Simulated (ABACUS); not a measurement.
Crystal: Al.

```
Al
1.0
     0.00000    2.02481    2.02481
     2.02481    0.00000    2.02481
     2.02481    2.02481    0.00000
Al
1
Direct
  0.00000 0.00000 0.00000
```

Base run:

| Property | Result |
| --- | --- |
| Program | ABACUS 3.10.1 |
| Functional | PW91 |
| Potentials or basis | PseudoDojo NC SR 0.4.1 PBE standard |
| Cutoff | 558 eV |
| Density cutoff | 2231 eV |
| Basis | plane waves |
| k mesh | 9 × 9 × 9 |
| Occupations | fermi-dirac, width 0.05 eV |
| Spin | no spin polarisation |

Its results: band gap on the k mesh none (metal or under the smearing width); pressure 0.4 GPa.

Q: The run is repeated on the same cell with these changes: functional from PW91 to BLYP. What comes out?

A: Band gap on the k mesh none (metal or under the smearing width); pressure 4.5 GPa.

BLYP binds less tightly than PW91, so the same cell stands under more pressure.

Caveats: the potentials were made for another functional, which shifts forces and pressure.
